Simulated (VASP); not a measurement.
# Se, relaxation of the atoms: which settings are enough?

Se, P1 (no. 1), 3 atoms in the cell. RSCAN; PAW potentials Se (PBE set). VASP 6.6.1.

Wanted: energy within 10 meV/atom; shortest distances from each atom, periodic images included within 0.02 Å.

What the run is for: geometry; Accuracy asked: screening.

POSCAR:
```
Se
1.0
    4.3662000000      0.0000000000      0.0000000000
   -2.1831000000      3.7812401180      0.0000000000
    0.0000000000      0.0000000000      4.9536000000
Se
3
Direct
    0.7475690000      0.7477340000     -0.0064050000
    0.0079800000      0.2465540000      0.6646900000
    0.2205800000     -0.0014050000      0.3385650000
```

The series start from Plane-wave cutoff (eV): 270; k-point mesh: 4 × 4 × 3; Ionic threshold (EDIFFG): -0.01; Electronic threshold (eV): 1e-6; Precision mode (PREC): Accurate; Relaxation algorithm: IBRION=2; Electronic steps between moves: NELMIN=4 ALGO=Normal. Each series keeps the choices made before it, and each single choice may use up half of a tolerance.

## Plane-wave cutoff (eV)

| Plane-wave cutoff (eV) | Energy less reference (meV/atom) | Shortest distances from each atom, periodic images included, largest deviation (Å) | SCF iterations | Time (s) |
|---|---|---|---|---|
| 190 | 6 | 0.004 | 76 | 51 |
| 210 | 4 | 0.004 | 71 | 47 |
| 240 | 3 | 0.001 | 87 | 72 |
| 270 | 3 | 0.001 | 87 | 73 |
| 340 | 2 | 0.000 | 81 | 92 |
| 420 | 1 | 0.003 | 72 | 102 |
| 500 (reference) | 0 | 0.000 | 79 | 98 |

## k-point mesh

| k-point mesh | Energy less reference (meV/atom) | Shortest distances from each atom, periodic images included, largest deviation (Å) | SCF iterations | Time (s) |
|---|---|---|---|---|
| 2 × 2 × 2 | 43 | 0.002 | 94 | 46 |
| 3 × 3 × 2 | 32 | 0.013 | 86 | 43 |
| 4 × 4 × 3 | -1 | 0.002 | 71 | 47 |
| 5 × 5 × 4 | 0 | 0.002 | 69 | 68 |
| 6 × 6 × 5 (reference) | 0 | 0.000 | 85 | 91 |

## Ionic threshold (EDIFFG)

| Ionic threshold (EDIFFG) | Energy less reference (meV/atom) | Shortest distances from each atom, periodic images included, largest deviation (Å) | SCF iterations | Time (s) |
|---|---|---|---|---|
| -0.1 | 0 | 0.014 | 49 | 27 |
| -0.05 | 0 | 0.006 | 57 | 33 |
| -0.02 | 0 | 0.006 | 57 | 35 |
| -0.01 | 0 | 0.003 | 71 | 47 |
| -0.005 | 0 | 0.001 | 83 | 49 |
| -0.002 (reference) | 0 | 0.000 | 91 | 58 |

## Electronic threshold (eV)

| Electronic threshold (eV) | Energy less reference (meV/atom) | Shortest distances from each atom, periodic images included, largest deviation (Å) | SCF iterations | Time (s) |
|---|---|---|---|---|
| 0.0001 | 0 | 0.001 | 51 | 30 |
| 1e-5 | 0 | 0.000 | 51 | 28 |
| 1e-6 | 0 | 0.000 | 57 | 33 |
| 1e-7 (reference) | 0 | 0.000 | 72 | 38 |

## Precision mode (PREC)

| Precision mode (PREC) | Energy less reference (meV/atom) | Shortest distances from each atom, periodic images included, largest deviation (Å) | SCF iterations | Time (s) |
|---|---|---|---|---|
| Normal | 0 | 0.000 | 51 | 22 |
| Accurate (reference) | 0 | 0.000 | 51 | 30 |

## Relaxation algorithm

| Relaxation algorithm | Energy less reference (meV/atom) | Shortest distances from each atom, periodic images included, largest deviation (Å) | SCF iterations | Time (s) |
|---|---|---|---|---|
| IBRION=2 | 0 | 0.000 | 51 | 22 |
| IBRION=2 POTIM=0.2 | 0 | 0.002 | 46 | 18 |
| IBRION=2 POTIM=0.8 | 0 | 0.003 | 52 | 22 |
| IBRION=1 | 0 | 0.005 | 43 | 17 |
| IBRION=1 POTIM=0.2 | 0 | 0.004 | 49 | 20 |
| IBRION=1 POTIM=0.3 NFREE=6 | 0 | 0.002 | 43 | 16 |
| IBRION=3 POTIM=0.2 SMASS=0.4 | 0 | 0.004 | 67 | 26 |
| IBRION=3 POTIM=0.3 | 0 | 0.005 | 60 | 23 |

## Electronic steps between moves

| Electronic steps between moves | Energy less reference (meV/atom) | Shortest distances from each atom, periodic images included, largest deviation (Å) | SCF iterations | Time (s) |
|---|---|---|---|---|
| NELMIN=4 ALGO=Normal | 0 | 0.000 | 51 | 22 |
| ALGO=Normal | 0 | 0.002 | 40 | 16 |
| NELMIN=4 MAXMIX=40 ALGO=Normal | 0 | 0.002 | 48 | 18 |
| NELMIN=4 ALGO=Fast | 0 | 0.001 | 53 | 20 |
| NELMIN=4 MAXMIX=40 ALGO=Fast | 0 | 0.001 | 65 | 28 |

## Question

The rows run from the loosest to the tightest (no order: relaxation algorithm, electronic steps between moves). For each series: choose the loosest value from which every tighter one stays within half of the tolerance; where there is no order, keep the first row unless others stay within half of the tolerance and take at least 30 % less time, and then take the fastest.

## Answer

- Plane-wave cutoff (eV): 210
- k-point mesh: 4 × 4 × 3
- Ionic threshold (EDIFFG): -0.05
- Electronic threshold (eV): 0.0001
- Precision mode (PREC): Normal
- Relaxation algorithm: IBRION=2
- Electronic steps between moves: NELMIN=4 ALGO=Normal

## All choices together

| Input | Energy less reference (meV/atom) | Shortest distances from each atom, periodic images included, largest deviation (Å) | Time (s) |
|---|---|---|---|
| the program's defaults (naive) | -15 | 0.005 | 6.6 |
| chosen settings | 3 | 0.005 | 22 |
| reference settings throughout | 0 | 0.000 | 271 |

The tolerance is met.

## The input

INCAR:
```
SYSTEM = Se
ALGO     = Normal         ! electronic algorithm
EDIFF    = 1E-4           ! SCF threshold, eV
EDIFFG   = -0.05          ! ionic threshold
EFERMI   = MIDGAP       
ENCUT    = 210            ! plane-wave cutoff, eV
GGA_COMPAT= .FALSE.      
IBRION   = 2              ! ionic algorithm
ISIF     = 2              ! what is computed and relaxed
ISMEAR   = 0              ! smearing method
KPAR     = 4            
LASPH    = .TRUE.         ! aspherical terms in the spheres
LCHARG   = .FALSE.        ! write CHGCAR
LMIXTAU  = .TRUE.       
LREAL    = .FALSE.        ! projectors in reciprocal space
LWAVE    = .FALSE.        ! write WAVECAR
METAGGA  = RSCAN          ! meta-GGA
NELM     = 120            ! most SCF steps
NELMIN   = 4            
NSW      = 120            ! ionic steps
PREC     = Normal         ! precision mode
SIGMA    = 0.03           ! smearing width, eV
```

KPOINTS:
```
Automatic mesh
0
Gamma
  4 4 3
  0 0 0
```

Commands:
```
cat potpaw_PBE.64/Se/POTCAR > POTCAR
mpirun -np 4 vasp_std > vasp.out
```

The chosen input took VASP 6.6.1 22 s on 4 cores (Intel Xeon 6975P-C (Granite Rapids)), a shared host.

## An input that fails: too few ionic steps

It gives no converged result.

Changes against the starting input:
```
- NSW = 120
- NELM = 120
+ NSW = 2
+ NELM = 51
```
